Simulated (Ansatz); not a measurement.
# Pt (omega (AlB2-type)): energy against volume

The calculation used Ansatz, DFT, PBE, plane waves (420 eV) with PAW, scalar-relativistic.

The cell is scaled uniformly from the relaxed one, with fractional coordinates and shape fixed. Energies are extrapolated to zero smearing, pressures are those at the given smearing. Magnetic state: non-magnetic.

A Birch-Murnaghan fit gives V₀ = 16.02 Å³/atom, B₀ = 235 GPa, B₀′ = 5.4.

(1) What are the energy above the minimum and the pressure at 14.104 Å³/atom?

(2) What are the energy above the minimum and the pressure at 14.745 Å³/atom?

(3) What are the energy above the minimum and the pressure at 16.668 Å³/atom?

## Answers

(1) 219.7 meV/atom and 42.20 GPa as computed.

(2) 88.3 meV/atom and 24.41 GPa as computed.

(3) 17.9 meV/atom and -8.34 GPa as computed.
